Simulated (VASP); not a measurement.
# MgB2 (P6/mmm) in VASP: settings compared, part 3 of 3

VASP 6.6.1. The steps go on from the part before.

### Step 4. Density of states, rSCAN+D3(BJ)

INCAR reads:

```
PREC = Accurate
ENCUT = 520
EDIFF = 1E-7
ISMEAR = -5
SIGMA = 0.1
LREAL = F
LASPH = T
NELM = 80
ALGO = Normal
ISIF = 2
LWAVE = F
LCHARG = F
METAGGA = RSCAN
LMIXTAU = T
IVDW = 12
VDW_S6 = 1.0
VDW_S8 = 1.08859014
VDW_A1 = 0.47023427
VDW_A2 = 5.73408312
LORBIT = 11
NBANDS = 11
AMIX = 0.2
BMIX = 1E-4
AMIX_MAG = 0.8
BMIX_MAG = 1E-4
NEDOS = 2001
```

KPOINTS reads:

```
Automatic mesh
0
Gamma
  10 10 8
```

POSCAR reads:

```
MgB2
1.0
    3.0850000000      0.0000000000      0.0000000000
   -1.5425000000      2.6716883707      0.0000000000
    0.0000000000      0.0000000000      3.5230000000
Mg B
1 2
Direct
    0.0000000000      0.0000000000      0.0000000000
    0.6666666667      0.3333333333      0.5000000000
    0.3333333333      0.6666666667      0.5000000000
```

Potentials or basis: VASP PAW PBE potentials, release 64 (Mg, B).

The run is started by

```
$ cat potpaw_PBE.64/Mg/POTCAR potpaw_PBE.64/B/POTCAR > POTCAR
$ mpirun -np 1 vasp_std > vasp.out
```

OUTCAR:

```text
PREC = Accurate
   ENCUT = 520
   EDIFF = 1E-7
   ISMEAR = -5
   LREAL = F
   LASPH = T
   NELM = 80
   ISIF = 2
   METAGGA = RSCAN
   IVDW = 12
   LORBIT = 11
   AMIX = 0.2
   AMIX_MAG = 0.8
 IVDW          = 12

 ion  position               nearest neighbor table
   1  0.000  0.000  0.000-   2 2.51   3 2.51   2 2.51   3 2.51   2 2.51   2 2.51   3 2.51   3 2.51
                             2 2.51   2 2.51   3 2.51   3 2.51
   2  0.667  0.333  0.500-   3 1.78   3 1.78   3 1.78   1 2.51   1 2.51   1 2.51   1 2.51   1 2.51
                             1 2.51
   3  0.333  0.667  0.500-   2 1.78   2 1.78   2 1.78   1 2.51   1 2.51   1 2.51   1 2.51   1 2.51
                             1 2.51

  LATTYP: Found a hexagonal cell.
 ALAT       =     3.0850000000
 C/A-ratio  =     1.1419773096

  Lattice vectors:

 A1 = (   3.0850000000,   0.0000000000,   0.0000000000)
 A2 = (  -1.5425000000,   2.6716883707,   0.0000000000)
 A3 = (   0.0000000000,   0.0000000000,   3.5230000000)

Analysis of symmetry for initial positions (statically):
=====================================================================
 Subroutine PRICEL returns:
 Original cell was already a primitive cell.

 Routine SETGRP: Setting up the symmetry group for a
 hexagonal supercell.

 Subroutine GETGRP returns: Found 24 space group operations
 (whereof 24 operations were pure point group operations)
 out of a pool of 24 trial point group operations.

The static configuration has the point symmetry D_6h.

Analysis of symmetry for dynamics (positions and initial velocities):
=====================================================================
 Subroutine PRICEL returns:
 Original cell was already a primitive cell.

 Routine SETGRP: Setting up the symmetry group for a
 hexagonal supercell.

 Subroutine GETGRP returns: Found 24 space group operations
 (whereof 24 operations were pure point group operations)
 out of a pool of 24 trial point group operations.

The dynamic configuration has the point symmetry D_6h.

 Subroutine INISYM returns: Found 24 space group operations
 (whereof 24 operations are pure point group operations),
 and found     1 'primitive' translations

----------------------------------------------------------------------------------------

                                     Primitive cell

  volume of cell :      29.0371

  direct lattice vectors                    reciprocal lattice vectors
     3.085000000  0.000000000  0.000000000     0.324149109  0.187147575  0.000000000
    -1.542500000  2.671688371  0.000000000     0.000000000  0.374295150  0.000000000
     0.000000000  0.000000000  3.523000000     0.000000000  0.000000000  0.283848992

  length of vectors
     3.085000000  3.085000000  3.523000000     0.374295150  0.374295150  0.283848992

  position of ions in fractional coordinates (direct lattice)
     0.000000000  0.000000000  0.000000000
     0.666666667  0.333333333  0.500000000
     0.333333333  0.666666667  0.500000000

  ion indices of the primitive-cell ions
   primitive index   ion index
                 1           1
                 2           2
                 3           3

----------------------------------------------------------------------------------------
[... 63 lines left out ...]
   PREC   = accura    normal or accurate (medium, high low for compatibility)
   ISTART =      0    job   : 0-new  1-cont  2-samecut
   ICHARG =      2    charge: 1-file 2-atom 10-const
   ISPIN  =      1    spin polarized calculation?
   LNONCOLLINEAR =      F non collinear calculations
   LSORBIT =      F    spin-orbit coupling
   LASPH  =      T    aspherical Exc in radial PAW
   ENCUT  =  520.0 eV  38.22 Ry    6.18 a.u.   5.74  5.74  6.55*2*pi/ulx,y,z
   NELM   =     80;   NELMIN=  2; NELMDL= -5     # of ELM steps
   EDIFF  = 0.1E-06   stopping-criterion for ELM
   LREAL  =      F    real-space projection
   EDIFFG = 0.1E-05   stopping-criterion for IOM
   NSW    =      0    number of steps for IOM
   IBRION =     -1    ionic relax: 0-MD 1-quasi-New 2-CG
   NFREE  =      0    steps in history (QN), initial steepest desc. (CG)
   ISIF   =      2    stress and relaxation
   ISYM   =      2    0-nonsym 1-usesym 2-fastsym
   POTIM  = 0.5000    time-step for ionic-motion
   TEBEG  =    0.0;   TEEND  =   0.0 temperature during run
   PSTRESS=    0.0 pullay stress
   NELECT =       8.0000    total number of electrons
   NUPDOWN=      -1.0000    fix difference up-down
   EMIN   =  10.00;   EMAX   =-10.00  energy-range for DOS
   EFERMI =   0.00;   METHOD = LEGACY
   ISMEAR =    -5;   SIGMA  =   0.10  broadening in eV -4-tet -1-fermi 0-gaus
   EFERMI_NEDOS =   21; number of points for ismear=-14 and -15
   IALGO  =     38    algorithm
   IMIX   =      4    mixing-type and parameters
     AMIX     =   0.20;   BMIX     =  0.00
     AMIX_MAG =   0.80;   BMIX_MAG =  0.00
  volume/ion in A,a.u.               =       9.68        65.32
  Fermi-wavevector in a.u.,A,eV,Ry     =   1.065255  2.013040 15.439462  1.134768
  Thomas-Fermi vector in A             =   2.200801
   LORBIT       =     11    0 simple, 1 ext, 2 COOP (PROOUT), +10 PAW based schemes
   METAGGA = RSCAN    functional components
   LHFCALC =     F    Hartree Fock is set to
   AEXX    =    0.0000 exact exchange contribution
   IVDW    =    12    specifies the selected vdW correction
   LEPSILON=     F    determine dielectric tensor
   LRPA    =     F    only Hartree local field effects (RPA)
 non-spin polarized calculation
 Fermi weights with tetrahedron method with Bloechl corrections
  energy-cutoff  :      520.00
  volume of cell :       29.04
 maximum number of plane-waves:       806
 NGX is ok and might be reduce to    24
   NGX = 11   NGY = 11   NGZ = 13

 number of electron       8.0000000 magnetization

 Free energy of the ion-electron system (eV)
  ---------------------------------------------------
  ext. energy  EPLUGINS =         0.00000000
  ---------------------------------------------------
  free energy    TOTEN  =       -21.30710246 eV

  energy without entropy =      -21.30710246  energy(sigma->0) =      -21.30710246

 E-fermi :   5.1493     XC(G=0): -11.5738

 val. band max:        5.3551933268   @ k =   0.4000   0.1000   0.0000
 cond. band min:       5.1956965837   @ k =   0.4000   0.0000   0.5000
 fundamental gap:     -0.1594967431
 Fermi energy:         5.1493356148

 k-point     1 :       0.0000    0.0000    0.0000
  band No.  band energies     occupation
      1      -7.9752      2.00000
      2       2.0900      2.00000
      3       5.6043      0.44269
      4       5.6043      0.00000
      5       7.1403      0.00000
      6      11.8201      0.00000
      7      11.8201      0.00000
      8      13.6831      0.00000
      9      15.9743      0.00000
     10      18.9845      0.00000
     11      22.3826      0.00000
[... 309 lines left out ...]
 k-point    24 :       0.4000    0.1000    0.1250
  band No.  band energies     occupation
      1      -4.1881      2.00000
      2      -2.2706      2.00000
      3       2.2185      2.00000
      4       4.5027      2.05707
      5       7.5939      0.00000
      6      10.7507      0.00000
      7      12.0278      0.00000
      8      14.1839      0.00000
      9      16.0161      0.00000
     10      19.5562      0.00000
     11      20.4526      0.00000

 [... further k-points ...]

------------------------ aborting loop because EDIFF is reached ----------------------------------------

 Edisp (eV)   -0.47823

 E8    (eV) :    -0.1802

  FORCE on cell =-STRESS in cart. coord.  units (eV):
  Direction    XX          YY          ZZ          XY          YZ          ZX
  --------------------------------------------------------------------------------------
  -------------------------------------------------------------------------------------
  Total      -1.28629    -1.28629    -0.88206     0.00000    -0.00000    -0.00000
  in kB     -70.97322   -70.97322   -48.66951     0.00000    -0.00000    -0.00000
  external pressure =      -63.54 kB  Pullay stress =        0.00 kB

 VOLUME and BASIS-vectors are now :
 -----------------------------------------------------------------------------
  energy-cutoff  :      520.00
  volume of cell :       29.04
      direct lattice vectors                 reciprocal lattice vectors
     3.085000000  0.000000000  0.000000000     0.324149109  0.187147575  0.000000000
    -1.542500000  2.671688371  0.000000000     0.000000000  0.374295150  0.000000000
     0.000000000  0.000000000  3.523000000     0.000000000  0.000000000  0.283848992

 POSITION                                       TOTAL-FORCE (eV/Angst)
 -----------------------------------------------------------------------------------
      0.00000      0.00000      0.00000         0.000000      0.000000      0.000000
      1.54250      0.89056      1.76150         0.000000     -0.000000      0.000000
     -0.00000      1.78113      1.76150        -0.000000      0.000000      0.000000
 -----------------------------------------------------------------------------------
    total drift:                                0.000000     -0.000000     -0.000000

  FREE ENERGIE OF THE ION-ELECTRON SYSTEM (eV)
  ---------------------------------------------------
  free  energy   TOTEN  =       -21.7853321391 eV

  energy  without entropy=      -21.7853321391  energy(sigma->0) =      -21.78533214

 total charge

# of ion       s       p       d       tot
------------------------------------------
    1        0.148   0.174   0.053   0.375
    2        0.697   1.232   0.000   1.929
    3        0.697   1.232   0.000   1.929
--------------------------------------------------
tot          1.542   2.638   0.053   4.233
```

OSZICAR:

```text
N       E                     dE             d eps       ncg     rms          rms(c)
DAV:   1    -0.269673552360E+01   -0.26967E+01   -0.38902E+03  1724   0.627E+02
DAV:   2    -0.232456391544E+02   -0.20549E+02   -0.19702E+02  1961   0.111E+02
DAV:   3    -0.237813721475E+02   -0.53573E+00   -0.53609E+00  1976   0.145E+01
DAV:   4    -0.237828243570E+02   -0.14522E-02   -0.14571E-02  1779   0.844E-01
DAV:   5    -0.237828322070E+02   -0.78500E-05   -0.78727E-05  1914   0.630E-02    0.526E+00
DAV:   6    -0.217677137431E+02    0.20151E+01   -0.86545E-01  1740   0.498E+00    0.373E+00
DAV:   7    -0.212678977310E+02    0.49982E+00   -0.18070E+00  1756   0.671E+00    0.133E+00
DAV:   8    -0.212994175695E+02   -0.31520E-01   -0.61316E-02  1642   0.180E+00    0.908E-01
DAV:   9    -0.213099988798E+02   -0.10581E-01   -0.92920E-03  1717   0.835E-01    0.172E-01
DAV:  10    -0.213069971808E+02    0.30017E-02   -0.85025E-03  1666   0.656E-01    0.534E-02
DAV:  11    -0.213071359455E+02   -0.13876E-03   -0.33749E-04  1914   0.143E-01    0.415E-02
DAV:  12    -0.213071600184E+02   -0.24073E-04   -0.10005E-04  1678   0.644E-02    0.102E-02
DAV:  13    -0.213071042076E+02    0.55811E-04   -0.11842E-05  1804   0.223E-02    0.396E-03
DAV:  14    -0.213071021439E+02    0.20637E-05   -0.70946E-07  1672   0.678E-03    0.211E-03
DAV:  15    -0.213071024576E+02   -0.31370E-06   -0.22996E-07  1648   0.279E-03    0.233E-04
DAV:  16    -0.213071024633E+02   -0.57141E-08   -0.20675E-08   848   0.142E-03
   1 F= -.21785332E+02 E0= -.21785332E+02  d E =0.000000E+00
```

Run time: 47 s. Hardware: 1 thread of Intel Xeon Platinum 8559C (Emerald Rapids), shared host; peak memory 0.17 GiB.

What came out:

- Free energy: -21.7853 eV
- Pressure: -6.4 GPa
- Band gap on the k mesh: none (metal or under the smearing width)
- Valence electrons inside the program's atomic spheres: Mg 0.38; B 1.93
- Dispersion energy per atom: -0.159 eV

Stress tensor (GPa, compression positive):
```
-7.10  0.00  0.00
 0.00 -7.10  0.00
 0.00  0.00 -4.87
```

Levels at points of the mesh, in eV from the Fermi level:
| k point | band 2 | band 3 | band 4 | band 5 | band 6 | band 7 |
| --- | --- | --- | --- | --- | --- | --- |
| (0.00, 0.00, 0.00) | -3.06 | 0.45 | 0.45 | 1.99 | 6.67 | 6.67 |
| (0.50, 0.00, 0.00) | -8.20 | -2.25 | 0.27 | 3.34 | 4.18 | 5.79 |
| (0.00, 0.00, 0.50) | -7.69 | 0.85 | 0.85 | 7.00 | 7.00 | 8.62 |
| (0.50, 0.00, 0.50) | -7.28 | -3.69 | -1.94 | -1.19 | 6.09 | 9.51 |

States per cell in windows of 1 eV (zero at the Fermi level; states under -8 eV left out):
```tsv
from (eV)	total	B2_p	B3_p	B2_s	B3_s	Mg1_s	Mg1_p
-8.0	0.36	0.04	0.04	0.05	0.05	0.01	0.00
-7.0	0.63	0.08	0.08	0.07	0.07	0.02	0.01
-6.0	0.67	0.10	0.10	0.05	0.05	0.02	0.02
-5.0	0.72	0.13	0.13	0.04	0.04	0.02	0.02
-4.0	0.93	0.18	0.18	0.03	0.03	0.02	0.03
-3.0	1.08	0.25	0.25	0.02	0.02	0.01	0.03
-2.0	0.92	0.22	0.22	0.01	0.01	0.01	0.02
-1.0	0.76	0.17	0.17	0.01	0.01	0.01	0.02
0.0	0.44	0.09	0.09	0.00	0.00	0.01	0.01
1.0	0.26	0.04	0.04	0.00	0.00	0.01	0.01
2.0	0.35	0.05	0.05	0.00	0.00	0.01	0.01
3.0	0.47	0.06	0.06	0.01	0.01	0.01	0.01
4.0	0.36	0.04	0.04	0.01	0.01	0.02	0.01
5.0	0.71	0.06	0.06	0.03	0.03	0.05	0.02
6.0	1.44	0.13	0.13	0.08	0.08	0.09	0.05
7.0	0.98	0.12	0.12	0.04	0.04	0.06	0.04
```

Caveat: the PAW data sets were made with another functional, which shifts forces and pressure a little; pairwise dispersion overbinds metals, which lowers pressure and volume; tetrahedron occupations give inexact forces and stress in metals.

### Step 5. The reference run

An earlier run on the cell as given: functional PBEsol; potentials or basis VASP PAW PBE potentials, release 64 (Mg, B); cutoff 520 eV; k mesh 10 × 10 × 8; occupations fermi-dirac, width 0.05 eV; no spin polarisation.

- Pressure: -3.0 GPa
- Band gap on the k mesh: none (metal or under the smearing width)

### Step 6. Summary

```csv
task,level,cell,k mesh,cutoff (eV),smearing,ions in elastic constants,ladder,other keys,mesh quality,gap on the mesh (eV),pressure (GPa)
elastic constants,PBE,relaxed,7 × 7 × 6,600,gaussian 0.02 eV,relaxed,-,-,not flagged,-,-
Wannier functions by SCDM,PBE,as given,5 × 5 × 4,520,gaussian 0.02 eV,-,-,-,coarse,-,-
density of states,rSCAN+D3(BJ),as given,10 × 10 × 8,520,tetrahedron,-,-,AMIX = 0.2; BMIX = 0.0001; AMIX_MAG = 0.8; BMIX_MAG = 0.0001,not flagged,none,-6.4
single point,PBEsol,as given,10 × 10 × 8,520,fermi-dirac 0.05 eV,-,free,-,not flagged,none,-3.0
```

Alike in all rows: potentials or basis VASP PAW PBE potentials, release 64 (Mg, B); no spin polarisation.

Caveats: some runs use coarse meshes; the PAW data sets were made with another functional, which shifts forces and pressure a little (some runs); pairwise dispersion overbinds metals, which lowers pressure and volume (some runs); tetrahedron occupations give inexact forces and stress in metals (some runs).

Absolute energies hang on the potentials; compare differences alone.
